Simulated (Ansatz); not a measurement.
# Pd (Fm-3m) in Ansatz: reference runs

Aim: a first look at Pd with PBEsol, on the cell as given and on a disturbed one.

Program: Ansatz 0.2.0. These are calculated values, not measurements. Logs are shortened: lines on timing, memory, paths and dates and some standing lists are left out, and cuts for length are marked.

## Step 1: The structure

It takes space group Fm-3m (No. 225, cubic). Conventional cell: a = 3.893 Å, b = 3.893 Å, c = 3.893 Å, α = 90.00°, β = 90.00°, γ = 90.00°. Around Pd (site symmetry m-3m) lie 12 Pd at 2.75 Å.

## Step 2: Single point, PBEsol

Input file input.yaml:

```yaml
crystal:
  lattice:
    - [0.0, 1.9465, 1.9465]
    - [1.9465, 0.0, 1.9465]
    - [1.9465, 1.9465, 0.0]
  atoms:
    - { symbol: Pd, position: [0.0, 0.0, 0.0] }
kpoints:
  mp_grid: { grid: [12, 12, 12] }
scf:
  occupations: { method: fermi_dirac, width: 0.05 }
hamiltonian:
  xc: pbesol
  pseudopotentials: { kind: all_electron, lapw: { basis_error: 0.001 } }
output:
  forces: true
  stress: true
  eigenvalues: true
  populations: true
```

Potentials or basis: all-electron LAPW, scalar-relativistic.

Started as:

```bash
> ansatz run input.yaml --threads 1 --pin off --max-ram 3072MiB --backend cpu --events-out ev --progress --plain --runs-dir out
```

What it wrote:

```text
Warning: RAYON_NUM_THREADS=1 ignored (pool sized by the plan → 1); use --threads N
Pd: projections on atomic orbitals take those of the free atom 1s2 2s2 2p6 3s2 3p6 3d10 4s2 4p6 4d10, of charge +0.00 (hamiltonian.pseudopotentials.projection_atoms)
LAPW: plane waves up to 8.362 Å⁻¹, error target 1.0e-3 eV per atom; small_component_spin mean_spin; Pd in spheres of 1.376 Å, 28 of its electrons in bands, Dirac shells [] (how accurate: hamiltonian.pseudopotentials.lapw.basis_error, Limitations)
Engine: ansatz 0.2.0, x86_64-unknown-linux-gnu
Pseudopotentials: kind: all_electron
Pseudopotential: Pd, LAPW, valence charge 28, lapw/all_electron/scalar/gaussian/Pd, Koelling and Harmon's equation, gaussian nucleus
Functional definition: PBEsol
  exchange = pbesol_x
  correlation = pbesol_c
Crystal: 1 atoms, lattice volume = 14.750 Å³
Basis set: ecut = 266.4146444718333 eV, 137 PW (Γ), exchange–correlation at level 2
Bands: 18, of which v1, the nominal top of the filled ones, is band 14 counted from 1 (13 counted from 0)
Symmetry: 48 space group operations
Space group: Fm-3m (ITA 225), of the structure as read, at distance tolerance 2.5e-5 Å
k-points: 72 of 1728
Non-local potential: Pd, projectors of the file, none
Initial density: superposition of atomic densities (chi_scale 0.1, normalization cell)
Initial wavefunctions: plane waves of lowest kinetic energy (no species holds an atomic orbital)
Functional: x = pbesol(κ = 0.804, μ = 0.12345679012345678), c = pbesol(β = 0.046)
iter 1 solved again at ethr=8.26e-4 eV; its pass at ethr=1.00e-1 eV (dr2=2.31e-1 eV) is discarded
SCF iter   1: F=—  HF=-137241.574619 eV  |F-HF|=—  |Δ(HF+E_count)|=         —  Δρ=5.29e-2  dr2=2.32e-1  ethr=8.26e-4  ⟨swp⟩=2.5  Hψ=8252  notcnv=0
preconditioner: auto → LDOS  [metal: Δε(μ)=0.005 eV  Ē_g=13.484 eV  σ=0.050 eV  W_gap=0.03  n_scr=8 (ndim 8)  ℏωp=30.6 eV  f_vac=0.010  D(μ)=2.25/eV (n_scr^D=26)  β→1.0]
SCF iter   2: F=—  HF=-137242.614897 eV  |F-HF|=—  |Δ(HF+E_count)|=    1.04e0  Δρ=3.40e-2  dr2=9.75e-2  ethr=8.26e-4  ⟨swp⟩=3.0  Hψ=4038  notcnv=0
preconditioner: auto → none  [metal: Δε(μ)=0.036 eV  Ē_g=15.389 eV  σ=0.050 eV  W_gap=0.18  n_scr=8 (ndim 8)  ℏωp=30.6 eV  f_vac=0.000  D(μ)=2.23/eV (n_scr^D=26)  β→0.5]
iter 3 solved again at ethr=3.35e-6 eV; its pass at ethr=3.48e-4 eV (dr2=9.39e-4 eV) is discarded
SCF iter   3: F=—  HF=-137240.606453 eV  |F-HF|=—  |Δ(HF+E_count)|=    2.01e0  Δρ=4.96e-3  dr2=9.38e-4  ethr=3.35e-6  ⟨swp⟩=2.3  Hψ=6734  notcnv=0
SCF iter   4: F=—  HF=-137240.506236 eV  |F-HF|=—  |Δ(HF+E_count)|=   1.00e-1  Δρ=9.64e-4  dr2=4.03e-5  ethr=3.35e-6  ⟨swp⟩=3.0  Hψ=4295  notcnv=0
SCF iter   5: F=—  HF=-137240.505187 eV  |F-HF|=—  |Δ(HF+E_count)|=         —  Δρ=3.27e-4  dr2=8.18e-6  ethr=1.44e-7  ⟨swp⟩=3.0  Hψ=3956  notcnv=0
the basis was enlarged: its passes take 260.0 KiB over the memory plan, 1 of 1 planned eigensolver slots
SCF iter   6: F=—  HF=-137240.505187 eV  |F-HF|=—  |Δ(HF+E_count)|=   2.14e-7  Δρ=1.34e-5  dr2=1.22e-8  ethr=2.92e-8  ⟨swp⟩=2.0  Hψ=3662  notcnv=0
SCF iter   7: F=-137240.505186 eV  HF=-137240.505186 eV  |F-HF|=6.58e-9  |Δ(HF+E_count)|=   4.91e-7  Δρ=1.33e-6  dr2=7.09e-11  ethr=4.34e-11  ⟨swp⟩=3.0  Hψ=4033  notcnv=0
SCF 1 converged in 7 iterations: F = -137240.505186 eV  dr2 = 7.09e-11
SCF converged after 7 iterations
Free energy (F): -137240.505186 eV
Harris-Foulkes:  -137240.505186 eV  (|F-HF|=6.58e-9)
Internal energy: -137240.485654 eV  (E = F + TS)
E sigma→0 (E₀):  -137240.495420 eV
Entropy (-TS):   -0.019532 eV (-19.532 meV/atom)
Fermi energy:    21.309112 eV
--- Per-component energies (eV) ---
  E_band       = -3139.809541
  E_kinetic    = 143215.163658
  E_xc         = -3855.357133
  E_electrostatic = -276600.292179  (all electrons and nuclei)
  E_smearing   = -0.019532  (= −TS)
  E_closure    = 0.000000  (closes the sum)
  E_atoms      = -137236.047821  (free atoms, spherical and without spin; not in F)
  Σ components = -137240.505186   (vs F -137240.505186, Δ=0.00e0)
  Basis errors (estimates in eV, not in F): energy 2.1e-4 per atom: plane waves 1.7e-4 (1.2e-4 summed), levels above the bands 1.3e-167, relativity 2.3e-8, radial functions 4.6e-5, core shells 5.4e-8; eigenvalues (radial functions only) 4.3e-6; not estimated: angular momenta, meshes, grids; target (lapw.basis_error) 1.0e-3; muffin-tin radii Pd 1.376 Å
--- Forces (eV/Å), atoms counted from 1 ---
  atom   1  Pd     0.00000000    -0.00000000    -0.00000000
  max |Σ_I F_I| component: 5.26e-31 eV/Å
--- Stress (GPa, compression-positive) ---
       -2.959112      -0.000000      -0.000000
       -0.000000      -2.959112      -0.000000
       -0.000000      -0.000000      -2.959112
  P = ⅓ Tr σ = -2.9591 GPa (-29.591 kbar)
--- Band table (eV; the first three rows and the last of 72) ---
  k-point 0: bands = ["-303.0789", "-303.0789", "-303.0789", "-303.0550", "-303.0550", "-62.7459", "-28.2638", "-28.2638", "-28.2638", "14.0852", "18.4665", "18.4665", "18.4665", "20.1017", "20.1017", "38.2665", "42.9747", "42.9747"]
  k-point 1: bands = ["-303.0789", "-303.0789", "-303.0789", "-303.0550", "-303.0550", "-62.7422", "-28.2921", "-28.2678", "-28.2678", "14.3360", "18.3793", "18.5519", "18.5519", "20.0623", "20.0623", "38.5214", "41.5575", "43.2664"]
  k-point 2: bands = ["-303.0789", "-303.0789", "-303.0789", "-303.0550", "-303.0550", "-62.7322", "-28.3690", "-28.2788", "-28.2788", "15.0160", "18.2265", "18.7254", "18.7254", "20.0351", "20.0351", "38.4143", "39.5895", "44.0349"]
  k-point 71: bands = ["-303.0789", "-303.0789", "-303.0789", "-303.0550", "-303.0550", "-62.6728", "-28.5381", "-28.5381", "-28.4221", "16.9702", "17.9113", "17.9113", "19.9992", "21.6220", "30.1606", "30.1606", "31.6243", "32.8808"]
--- Löwdin populations: 1 site ---
  site symbol       q [e]
     0     Pd     45.3446
  spilling = 0.014248 (of n_electrons = 46.000000)
```

Wall time 5.1 s (1 thread of Intel Xeon Platinum 8488C (Sapphire Rapids), shared host); peak memory 0.32 GiB.

What came out:

| Item | Value |
| --- | --- |
| Free energy | -137240.5052 eV |
| Pressure | -3.0 GPa |
| Band gap on the k mesh | none (metal or under the smearing width) |

## Step 3: Single point, PBEsol (cell strained at random at fixed volume)

Edit input.yaml of step 2 so:

```diff
@@ -2,7 +2,7 @@
   lattice:
-    - [0.0, 1.9465, 1.9465]
-    - [1.9465, 0.0, 1.9465]
-    - [1.9465, 1.9465, 0.0]
+    - [-0.011126, 1.955217, 1.941862]
+    - [1.971074, 0.006341, 1.924395]
+    - [1.964441, 1.931118, 0.012973]
   atoms:
-    - { symbol: Pd, position: [0.0, 0.0, 0.0] }
+    - { symbol: Pd, position: [0.023837, -0.016987, -0.002967] }
 kpoints:
```

Potentials or basis: all-electron LAPW, scalar-relativistic.

Started as:

```bash
> ansatz run input.yaml --threads 1 --pin off --max-ram 3072MiB --backend cpu --events-out ev --progress --plain --runs-dir out
```

What it wrote:

```text
Warning: RAYON_NUM_THREADS=1 ignored (pool sized by the plan → 1); use --threads N
Pd: projections on atomic orbitals take those of the free atom 1s2 2s2 2p6 3s2 3p6 3d10 4s2 4p6 4d10, of charge +0.00 (hamiltonian.pseudopotentials.projection_atoms)
LAPW: plane waves up to 8.500 Å⁻¹, error target 1.0e-3 eV per atom; small_component_spin mean_spin; Pd in spheres of 1.356 Å, 28 of its electrons in bands, Dirac shells [] (how accurate: hamiltonian.pseudopotentials.lapw.basis_error, Limitations)
Engine: ansatz 0.2.0, x86_64-unknown-linux-gnu
Pseudopotentials: kind: all_electron
Pseudopotential: Pd, LAPW, valence charge 28, lapw/all_electron/scalar/gaussian/Pd, Koelling and Harmon's equation, gaussian nucleus
Functional definition: PBEsol
  exchange = pbesol_x
  correlation = pbesol_c
Crystal: 1 atoms, lattice volume = 14.750 Å³
Basis set: ecut = 275.283834067063 eV, 169 PW (Γ), exchange–correlation at level 2
Bands: 18, of which v1, the nominal top of the filled ones, is band 14 counted from 1 (13 counted from 0)
Symmetry: 2 space group operations
Space group: P-1 (ITA 2), of the structure as read, at distance tolerance 2.5e-5 Å
k-points: 868 of 1728
Non-local potential: Pd, projectors of the file, none
Initial density: superposition of atomic densities (chi_scale 0.1, normalization cell)
Initial wavefunctions: plane waves of lowest kinetic energy (no species holds an atomic orbital)
Functional: x = pbesol(κ = 0.804, μ = 0.12345679012345678), c = pbesol(β = 0.046)
iter 1 solved again at ethr=1.02e-3 eV; its pass at ethr=1.00e-1 eV (dr2=2.85e-1 eV) is discarded
SCF iter   1: F=—  HF=-137241.572219 eV  |F-HF|=—  |Δ(HF+E_count)|=         —  Δρ=5.78e-2  dr2=2.85e-1  ethr=1.02e-3  ⟨swp⟩=2.4  Hψ=99126  notcnv=0
preconditioner: auto → none  [metal: Δε(μ)=0.001 eV  Ē_g=13.566 eV  σ=0.050 eV  W_gap=0.00  n_scr=8 (ndim 8)  ℏωp=30.6 eV  f_vac=0.008  D(μ)=2.10/eV (n_scr^D=26)  sad-step TF]
iter 2 solved again at ethr=2.22e-5 eV; its pass at ethr=1.02e-3 eV (dr2=6.22e-3 eV) is discarded
SCF iter   2: F=—  HF=-137240.693647 eV  |F-HF|=—  |Δ(HF+E_count)|=   8.79e-1  Δρ=6.47e-3  dr2=6.22e-3  ethr=2.22e-5  ⟨swp⟩=2.0  Hψ=76520  notcnv=0
SCF iter   3: F=—  HF=-137240.512603 eV  |F-HF|=—  |Δ(HF+E_count)|=   1.81e-1  Δρ=1.12e-2  dr2=1.36e-2  ethr=2.22e-5  ⟨swp⟩=3.0  Hψ=50301  notcnv=0
SCF iter   4: F=—  HF=-137240.503298 eV  |F-HF|=—  |Δ(HF+E_count)|=         —  Δρ=1.18e-3  dr2=1.77e-4  ethr=2.22e-5  ⟨swp⟩=2.0  Hψ=43833  notcnv=0
the basis was enlarged: its passes take 157.0 KiB over the memory plan, 1 of 1 planned eigensolver slots
SCF iter   5: F=—  HF=-137240.503142 eV  |F-HF|=—  |Δ(HF+E_count)|=   1.56e-4  Δρ=1.97e-4  dr2=4.11e-6  ethr=6.31e-7  ⟨swp⟩=2.0  Hψ=43793  notcnv=0
SCF iter   6: F=—  HF=-137240.503142 eV  |F-HF|=—  |Δ(HF+E_count)|=   3.28e-7  Δρ=3.18e-5  dr2=1.07e-7  ethr=1.47e-8  ⟨swp⟩=2.0  Hψ=43796  notcnv=0
SCF iter   7: F=-137240.503142 eV  HF=-137240.503142 eV  |F-HF|=3.84e-8  |Δ(HF+E_count)|=   3.54e-8  Δρ=3.68e-6  dr2=1.47e-9  ethr=3.84e-10  ⟨swp⟩=2.3  Hψ=44121  notcnv=0
SCF 1 converged in 7 iterations: F = -137240.503142 eV  dr2 = 1.47e-9
SCF converged after 7 iterations
Free energy (F): -137240.503142 eV
Harris-Foulkes:  -137240.503142 eV  (|F-HF|=3.84e-8)
Internal energy: -137240.484102 eV  (E = F + TS)
E sigma→0 (E₀):  -137240.493622 eV
Entropy (-TS):   -0.019040 eV (-19.040 meV/atom)
Fermi energy:    21.309969 eV
--- Per-component energies (eV) ---
  E_band       = -3139.774635
  E_kinetic    = 143215.207187
  E_xc         = -3855.365494
  E_electrostatic = -276600.325795  (all electrons and nuclei)
  E_smearing   = -0.019040  (= −TS)
  E_closure    = 0.000000  (closes the sum)
  E_atoms      = -137236.047821  (free atoms, spherical and without spin; not in F)
  Σ components = -137240.503142   (vs F -137240.503142, Δ=0.00e0)
  Basis errors (estimates in eV, not in F): energy 2.4e-4 per atom: plane waves 2.0e-4 (1.0e-4 summed), levels above the bands 4.7e-167, relativity 2.4e-8, radial functions 3.5e-5, core shells 8.7e-8; eigenvalues (radial functions only) 8.8e-6; not estimated: angular momenta, meshes, grids; target (lapw.basis_error) 1.0e-3; muffin-tin radii Pd 1.356 Å
--- Forces (eV/Å), atoms counted from 1 ---
  atom   1  Pd     0.00000000     0.00000000     0.00000000
  max |Σ_I F_I| component: 0.00e0 eV/Å
--- Stress (GPa, compression-positive) ---
       -3.742305       0.597479       0.191413
        0.597479      -2.588874      -1.330595
        0.191413      -1.330595      -2.263809
  P = ⅓ Tr σ = -2.8650 GPa (-28.650 kbar)
--- Band table (eV; the first three rows and the last of 868) ---
  k-point 0: bands = ["-303.0864", "-303.0793", "-303.0681", "-303.0548", "-303.0485", "-62.7445", "-28.2723", "-28.2610", "-28.2532", "14.0856", "18.3182", "18.4664", "18.6155", "19.9988", "20.2094", "38.2674", "42.5908", "42.9341"]
  k-point 1: bands = ["-303.0864", "-303.0793", "-303.0681", "-303.0548", "-303.0485", "-62.7406", "-28.2999", "-28.2663", "-28.2582", "14.3415", "18.3545", "18.5250", "18.6146", "19.9575", "20.1547", "38.5474", "41.7058", "43.0282"]
  k-point 2: bands = ["-303.0864", "-303.0793", "-303.0681", "-303.0548", "-303.0485", "-62.7300", "-28.3789", "-28.2790", "-28.2693", "15.0356", "18.2613", "18.6673", "18.7906", "19.9335", "20.0805", "38.6522", "39.5653", "43.7763"]
  k-point 867: bands = ["-303.0864", "-303.0793", "-303.0681", "-303.0548", "-303.0485", "-62.6902", "-28.6725", "-28.3281", "-28.3150", "15.9752", "18.2307", "18.6246", "21.3055", "21.3083", "22.2291", "28.5594", "37.6527", "41.8597"]
--- Löwdin populations: 1 site ---
  site symbol       q [e]
     0     Pd     45.3453
  spilling = 0.014232 (of n_electrons = 46.000000)
```

populations.tsv:

```text
# site	symbol	l	j	q
# orbitals = lowdin
# n_electrons = 46.000000
# spilling = 0.014232
# projection_atom_Pd: 1s2 2s2 2p6 3s2 3p6 3d10 4s2 4p6 4d10
0	Pd	0_1S	-	2.000000
0	Pd	0_2S	-	1.999997
0	Pd	0_3S	-	1.999962
0	Pd	0_4S	-	1.999301
0	Pd	1_2P	-	6.000000
0	Pd	1_3P	-	5.999994
0	Pd	1_4P	-	5.999096
0	Pd	2_3D	-	9.999997
0	Pd	2_4D	-	9.346973
```

It took 52 s on 1 thread of Intel Xeon Platinum 8488C (Sapphire Rapids), shared host; peak memory 0.96 GiB.

Results:

- Free energy: -137240.5031 eV
- Pressure: -2.9 GPa
- Band gap on the k mesh: none (metal or under the smearing width)

Levels at points of the mesh, in eV from the Fermi level:
| k point | band 10 | band 11 | band 12 | band 13 | band 14 | band 15 | band 16 | band 17 | band 18 |
| --- | --- | --- | --- | --- | --- | --- | --- | --- | --- |
| (0.00, 0.00, 0.00) | -7.22 | -2.99 | -2.84 | -2.69 | -1.31 | -1.10 | 16.96 | 21.28 | 21.62 |
| (0.00, 0.00, -0.50) | -5.33 | -2.97 | -2.81 | -0.05 | 0.08 | 1.04 | 7.45 | 16.25 | 20.51 |
| (0.00, -0.50, 0.00) | -5.33 | -2.90 | -2.87 | -0.09 | 0.09 | 0.98 | 7.35 | 16.32 | 20.72 |
| (0.00, -0.50, -0.50) | -5.42 | -5.13 | -0.02 | 0.28 | 0.33 | 3.01 | 10.36 | 13.05 | 13.66 |
| (-0.50, 0.00, 0.00) | -5.34 | -3.02 | -2.73 | -0.05 | 0.01 | 0.82 | 7.09 | 16.45 | 20.80 |
| (-0.50, 0.00, -0.50) | -5.41 | -5.12 | -0.04 | 0.23 | 0.39 | 3.34 | 10.82 | 12.96 | 13.12 |
| (-0.50, -0.50, 0.00) | -5.41 | -5.12 | -0.03 | 0.26 | 0.38 | 3.48 | 11.01 | 12.73 | 13.09 |
| (-0.50, -0.50, -0.50) | -5.33 | -3.08 | -2.69 | 0.00 | 0.00 | 0.92 | 7.25 | 16.34 | 20.55 |
